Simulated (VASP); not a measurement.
# CdS (Hawleyite) (F-43m) in VASP: further runs, part 2 of 3

VASP 6.6.1. Earlier steps stand in the parts before.

## 3. G0W0 quasiparticle levels, PBE

Contents of POSCAR:

```
CdS
1.0
    0.0000000000      2.9165000000      2.9165000000
    2.9165000000      0.0000000000      2.9165000000
    2.9165000000      2.9165000000      0.0000000000
Cd S
1 1
Direct
    0.0000000000      0.0000000000      0.0000000000
    0.7500000000      0.7500000000      0.7500000000
```

Contents of INCAR.step1:

```
SYSTEM = CdS
ALGO     = Normal         ! electronic algorithm
EDIFF    = 1E-8           ! SCF threshold, eV
ENCUT    = 450            ! plane-wave cutoff, eV
GGA      = PE             ! functional
ISMEAR   = 0              ! smearing method
LASPH    = .True.         ! aspherical terms in the spheres
LCHARG   = .False.        ! write CHGCAR
LREAL    = .False.        ! projectors in reciprocal space
LWAVE    = .True.         ! write WAVECAR
NELM     = 100            ! most SCF steps
PREC     = Accurate       ! precision mode
SIGMA    = 0.01           ! smearing width, eV
```

Contents of INCAR.step2:

```
SYSTEM = CdS
ALGO     = Exact          ! electronic algorithm
EDIFF    = 1E-8           ! SCF threshold, eV
ENCUT    = 450            ! plane-wave cutoff, eV
GGA      = PE             ! functional
ISMEAR   = 0              ! smearing method
ISTART   = 1            
LASPH    = .True.         ! aspherical terms in the spheres
LCHARG   = .False.        ! write CHGCAR
LOPTICS  = .True.         ! frequency-dependent dielectric function
LREAL    = .False.        ! projectors in reciprocal space
LWAVE    = .True.         ! write WAVECAR
NBANDS   = 327            ! bands
NELM     = 1              ! most SCF steps
PREC     = Accurate       ! precision mode
SIGMA    = 0.01           ! smearing width, eV
```

Contents of INCAR.step3:

```
SYSTEM = CdS
ALGO     = EVGW0          ! electronic algorithm
EDIFF    = 1E-8           ! SCF threshold, eV
ENCUT    = 450            ! plane-wave cutoff, eV
ENCUTGW  = 200            ! cutoff of the response function
GGA      = PE             ! functional
ISMEAR   = 0              ! smearing method
ISTART   = 1            
LASPH    = .True.         ! aspherical terms in the spheres
LCHARG   = .False.        ! write CHGCAR
LREAL    = .False.        ! projectors in reciprocal space
LWAVE    = .False.        ! write WAVECAR
NBANDS   = 327            ! bands
NBANDSGW = 17           
NELMGW   = 1            
NOMEGA   = 50             ! frequency points
PREC     = Accurate       ! precision mode
PRECFOCK = Fast         
SIGMA    = 0.01           ! smearing width, eV
```

Contents of KPOINTS:

```
k-points
0
Gamma
  4 4 4
  0 0 0
```

Potentials or basis: VASP PAW PBE potentials, release 64 (Cd_GW, S_GW).

Run with:

```console
cat potpaw_PBE.64/Cd_GW/POTCAR potpaw_PBE.64/S_GW/POTCAR > POTCAR
cp INCAR.step1 INCAR
mpirun -np 1 vasp_std > vasp.out
cp INCAR.step2 INCAR
mpirun -np 1 vasp_std > vasp.out
cp INCAR.step3 INCAR
mpirun -np 1 vasp_std > vasp.out
```

OUTCAR:

```text
SYSTEM = CdS
   EDIFF = 1E-8
   ENCUT = 450
   ENCUTGW = 200
   GGA = PE
   ISMEAR = 0
   ISTART = 1
   LASPH = .True.
   LREAL = .False.
   NELMGW = 1
   PREC = Accurate
   PRECFOCK = Fast

 ion  position               nearest neighbor table
   1  0.000  0.000  0.000-   2 2.53   2 2.53   2 2.53   2 2.53
   2  0.750  0.750  0.750-   1 2.53   1 2.53   1 2.53   1 2.53

  LATTYP: Found a face centered cubic cell.
 ALAT       =     5.8330000000

  Lattice vectors:

 A1 = (   0.0000000000,   2.9165000000,   2.9165000000)
 A2 = (   2.9165000000,   0.0000000000,   2.9165000000)
 A3 = (   2.9165000000,   2.9165000000,   0.0000000000)

Analysis of symmetry for initial positions (statically):
=====================================================================
 Subroutine PRICEL returns:
 Original cell was already a primitive cell.

 Routine SETGRP: Setting up the symmetry group for a
 face centered cubic supercell.

 Subroutine GETGRP returns: Found 24 space group operations
 (whereof 24 operations were pure point group operations)
 out of a pool of 48 trial point group operations.

The static configuration has the point symmetry T_d .

Analysis of symmetry for dynamics (positions and initial velocities):
=====================================================================
 Subroutine PRICEL returns:
 Original cell was already a primitive cell.

 Routine SETGRP: Setting up the symmetry group for a
 face centered cubic supercell.

 Subroutine GETGRP returns: Found 24 space group operations
 (whereof 24 operations were pure point group operations)
 out of a pool of 48 trial point group operations.

The dynamic configuration has the point symmetry T_d .

 Subroutine INISYM returns: Found 24 space group operations
 (whereof 24 operations are pure point group operations),
 and found     1 'primitive' translations

----------------------------------------------------------------------------------------

                                     Primitive cell

  volume of cell :      49.6153

  direct lattice vectors                    reciprocal lattice vectors
     0.000000000  2.916500000  2.916500000    -0.171438368  0.171438368  0.171438368
     2.916500000  0.000000000  2.916500000     0.171438368 -0.171438368  0.171438368
     2.916500000  2.916500000  0.000000000     0.171438368  0.171438368 -0.171438368

  length of vectors
     4.124553855  4.124553855  4.124553855     0.296939964  0.296939964  0.296939964

  position of ions in fractional coordinates (direct lattice)
     0.000000000  0.000000000  0.000000000
     0.750000000  0.750000000  0.750000000

  ion indices of the primitive-cell ions
   primitive index   ion index
                 1           1
                 2           2

----------------------------------------------------------------------------------------

 KPOINTS: k-points

Automatic generation of k-mesh.
 Grid dimensions read from file:
 generate k-points for:    4    4    4

 Generating k-lattice:

  Cartesian coordinates                     Fractional coordinates (reciprocal lattice)
    -0.042859592  0.042859592  0.042859592     0.250000000  0.000000000  0.000000000
     0.042859592 -0.042859592  0.042859592     0.000000000  0.250000000  0.000000000
     0.042859592  0.042859592 -0.042859592     0.000000000  0.000000000  0.250000000

  Length of vectors
     0.074234991  0.074234991  0.074234991

  Shift w.r.t. Gamma in fractional coordinates (k-lattice)
     0.000000000  0.000000000  0.000000000

 Subroutine IBZKPT returns following result:
 ===========================================

 Found      8 irreducible k-points:

 Following reciprocal coordinates:
            Coordinates               Weight
  0.000000  0.000000  0.000000      1.000000
  0.250000  0.000000  0.000000      8.000000
  0.500000  0.000000  0.000000      4.000000
  0.250000  0.250000  0.000000      6.000000
  0.500000  0.250000  0.000000     24.000000
 -0.250000  0.250000  0.000000     12.000000
  0.500000  0.500000  0.000000      3.000000
 -0.250000  0.500000  0.250000      6.000000
   k-points           NKPTS =      8   k-points in BZ     NKDIM =     64   number of bands    NBANDS=    327
   number of dos      NEDOS =    301   number of ions     NIONS =      2
   total plane-waves  NPLWV =  27000
   dimension x,y,z NGX =    30 NGY =   30 NGZ =   30
   dimension x,y,z NGXF=    60 NGYF=   60 NGZF=   60
   ions per type =               1   1
   NGX,Y,Z   is equivalent  to a cutoff of  12.09, 12.09, 12.09 a.u.
   NGXF,Y,Z  is equivalent  to a cutoff of  24.18, 24.18, 24.18 a.u.
 SYSTEM =  CdS
   PREC   = accura    normal or accurate (medium, high low for compatibility)
   ISTART =      1    job   : 0-new  1-cont  2-samecut
   ICHARG =      0    charge: 1-file 2-atom 10-const
   ISPIN  =      1    spin polarized calculation?
   LNONCOLLINEAR =      F non collinear calculations
   LSORBIT =      F    spin-orbit coupling
   LASPH  =      T    aspherical Exc in radial PAW
   ENCUT  =  450.0 eV  33.07 Ry    5.75 a.u.   7.13  7.13  7.13*2*pi/ulx,y,z
   NELM   =     60;   NELMIN=  2; NELMDL=  0     # of ELM steps
   EDIFF  = 0.1E-07   stopping-criterion for ELM
   LREAL  =      F    real-space projection
   EDIFFG = 0.1E-06   stopping-criterion for IOM
   NSW    =      0    number of steps for IOM
   IBRION =     -1    ionic relax: 0-MD 1-quasi-New 2-CG
   NFREE  =      0    steps in history (QN), initial steepest desc. (CG)
   ISIF   =      0    stress and relaxation
   ISYM   =      3    0-nonsym 1-usesym 2-fastsym
   POTIM  = 0.5000    time-step for ionic-motion
   TEBEG  =    0.0;   TEEND  =   0.0 temperature during run
   PSTRESS=    0.0 pullay stress
   NELECT =      18.0000    total number of electrons
   NUPDOWN=      -1.0000    fix difference up-down
   EMIN   =  10.00;   EMAX   =-10.00  energy-range for DOS
   EFERMI =   0.00;   METHOD = LEGACY
   ISMEAR =     0;   SIGMA  =   0.01  broadening in eV -4-tet -1-fermi 0-gaus
   EFERMI_NEDOS =   21; number of points for ismear=-14 and -15
   IALGO  =     38    algorithm
   IMIX   =      4    mixing-type and parameters
     AMIX     =   0.40;   BMIX     =  1.00
     AMIX_MAG =   1.60;   BMIX_MAG =  1.00
  volume/ion in A,a.u.               =      24.81       167.41
  Fermi-wavevector in a.u.,A,eV,Ry     =   1.167599  2.206442 18.548649  1.363287
  Thomas-Fermi vector in A             =   2.304097
   LORBIT       =      0    0 simple, 1 ext, 2 COOP (PROOUT), +10 PAW based schemes
   GGA     = PE    functional components
   LHFCALC =     T    Hartree Fock is set to
   PRECFOCK=fast      Normal, Fast or Accurate (Low or Medium for compatibility)
   ENCUT4O =  -1.0   cutoff for four orbital integrals eV
   NKREDX  =     1    reduce k-point grid by
   NKREDY  =     1    reduce k-point grid by
   NKREDZ  =     1    reduce k-point grid by
   AEXX    =    1.0000 exact exchange contribution
   HFSCREEN=    0.0000 screening length (either q_TF or 0.3 A-1)
   HFSCREENC=   0.0000 screening length for correlation (either q_TF or 0.3 A-1)
   ENCUTFOCK=  -1.0 apply spherical cutoff to Coloumb kernel
   IVDW    =     0    specifies the selected vdW correction
   LEPSILON=     F    determine dielectric tensor
   LRPA    =     F    only Hartree local field effects (RPA)
   LRPAFORCE           =     F    calculate RPA forces
   ENCUTGW             = 200.0    cutoff for response function in eV
   ENCUTGWSOFT         = 160.0    soft cutoff for Coulomb kernel in GW response function in eV
   ENCUTLF             =  -1.0    cutoff for local field effects
   NELMGW              =     1    number of iterations in solving QP/BSE equation
   NELMHF              =     1    number of iterations in the inner HF iteration
   NKREDLFX            =     1    NKREDLFY  =   1   NKREDLFZ  =   1
 non-spin polarized calculation
 Gauss-broadening in eV      SIGMA  =   0.01
  energy-cutoff  :      450.00
  volume of cell :       49.62
 maximum number of plane-waves:      1090
 NGX is ok and might be reduce to    30
  NGX = 16; NGY = 16; NGZ = 16
   NGX = 15   NGY = 15   NGZ = 15
 maximum number of plane-waves:       332

 QP shifts <psi_nk| G(iteration)W_0 |psi_nk>: iteration 1
 for sc-GW calculations column KS-energies equals QP-energies in previous step
 and V_xc(KS)=  KS-energies - (<T + V_ion + V_H > + <T+V_H+V_ion>^1  + <V_x>^1)

 k-point   1 :       0.0000    0.0000    0.0000
  band No.  KS-energies  QP-energies   sigma(KS)   V_xc(KS)     V^pw_x(r,r')   Z            occupation Imag(sigma)

      1      -9.6917     -10.2357     -13.8992     -12.9992     -20.9181       0.6044       2.0000       0.9623
      2      -5.0717      -7.0033     -17.9500     -15.1661     -22.9052       0.6939       2.0000       0.2467
      3      -5.0717      -7.0033     -17.9500     -15.1661     -22.9052       0.6939       2.0000       0.2467
      4      -5.0717      -7.0033     -17.9500     -15.1661     -22.9052       0.6939       2.0000       0.2467
      5      -4.5942      -6.6619     -18.4310     -15.4979     -23.2327       0.7049       2.0000       0.2092
      6      -4.5942      -6.6619     -18.4310     -15.4979     -23.2327       0.7049       2.0000       0.2092
[... 9 lines left out ...]
     16      14.1053      13.9510      -8.1448      -7.9384      -2.4398       0.7476       0.0000      -0.3576
     17      15.9428      15.7765      -7.4707      -7.2490      -2.1294       0.7500       0.0000      -0.4494
[... 130 lines left out ...]
      1      -9.1333      -9.7941     -14.7916     -13.7698     -21.5832       0.6468       2.0000       0.9024
      2      -4.8403      -6.8112     -18.0146     -15.1999     -22.8893       0.7002       2.0000       0.2397
      3      -4.8199      -6.8284     -18.2610     -15.4021     -23.1747       0.7025       2.0000       0.2405
      4      -4.6329      -6.6884     -18.4231     -15.5105     -23.2695       0.7057       2.0000       0.2242
      5      -4.5867      -6.6420     -18.3643     -15.4524     -23.1770       0.7058       2.0000       0.2147
      6      -3.9616      -5.8754     -18.3811     -15.6649     -23.1889       0.7046       2.0000       0.2414
[... 9 lines left out ...]
     16      15.7605      16.1826     -11.1456     -11.7178      -5.1523       0.7375       0.0000      -0.4849
     17      15.9338      16.3006     -10.2499     -10.7476      -4.2922       0.7371       0.0000      -0.4661
```

It took 6.7 min on 1 thread of Intel Xeon 6975P-C (Granite Rapids), shared host; peak memory 0.73 GiB.

What came out:

```yaml
Band_gap_on_the_k_mesh_mean-field_level: 1.13 eV, direct
Quasiparticle_gap: 1.97 eV
Least_direct_quasiparticle_gap: 1.97 eV
```

Caveat: the k mesh is coarse (spacing up to 0.47 Å⁻¹), so the values aren't converged; bands, screening cutoff and mesh are small and nothing is extrapolated, so the quasiparticle values aren't converged.

[end of part 2 of 3]
